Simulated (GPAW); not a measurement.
Runs of GPAW 26.7.0 on Bi. The structure is cubic, space group Im-3m (No. 229). Conventional cell: a = 3.963 Å, b = 3.963 Å, c = 3.963 Å, α = 90.00°, β = 90.00°, γ = 90.00°. Bi (site symmetry m-3m) is surrounded by 8 Bi at 3.43 Å. This isn't the form of Bi at room conditions, which is rhombohedral.

```csv
task,level,potentials or basis,spin,cell,maxiter,older calculator (legacy_gpaw),band path,band points,mesh off Gamma,other keys,gap on the mesh (eV),pressure (GPa),moment (μB)
band structure,optB88-vdW,"GPAW PAW data sets (gpaw-data 1.2.1), pw","collinear, ferromagnetic start",volume scaled by 1.15,150,yes,"GHNGPH,PN",60,-,-,-,-,0.00
single point,revPBE,"PAW data sets generated in the run's folder for this functional, pw","collinear, ferromagnetic start",as given,150,-,-,-,-,-,none,1.8,0.00
band structure,PBE+D3(op),"JTH PAW 2.0, PBE, pw","collinear, ferromagnetic start, SOC",as given,60,-,"GHNGPH,PN",100,yes,"several, not listed",-,-0.1,0.00
single point,TPSS,"GPAW PAW data sets (gpaw-data 1.2.1), pw","collinear, ferromagnetic start",as given,80,-,-,-,-,"several, not listed",none,(a),0.00
```

Alike in all rows: k mesh 9 × 9 × 9; cutoff (eV) 600; smearing fermi-dirac 0.05 eV.

**Question.** Fill in the values left out.

**Answer.** (a) -0.5.

Caveats: spin-orbit coupling is left out, which moves the levels of the heavy elements (some runs); the PAW data sets were made with another functional, which shifts forces and pressure a little (some runs); the program truncates these outside data sets (some runs); spin-orbit coupling was added after a scalar SCF, so levels and gaps hold it while energy, forces, pressure and moments don't (some runs); this program's spin-orbit splittings come out too wide for heavy elements (some runs); pairwise dispersion overbinds metals, which lowers pressure and volume (some runs).

A k mesh can miss the band edges, and rows without SOC leave out spin-orbit coupling on Bi.

A gap of «none» marks a metal or a gap under the smearing width.
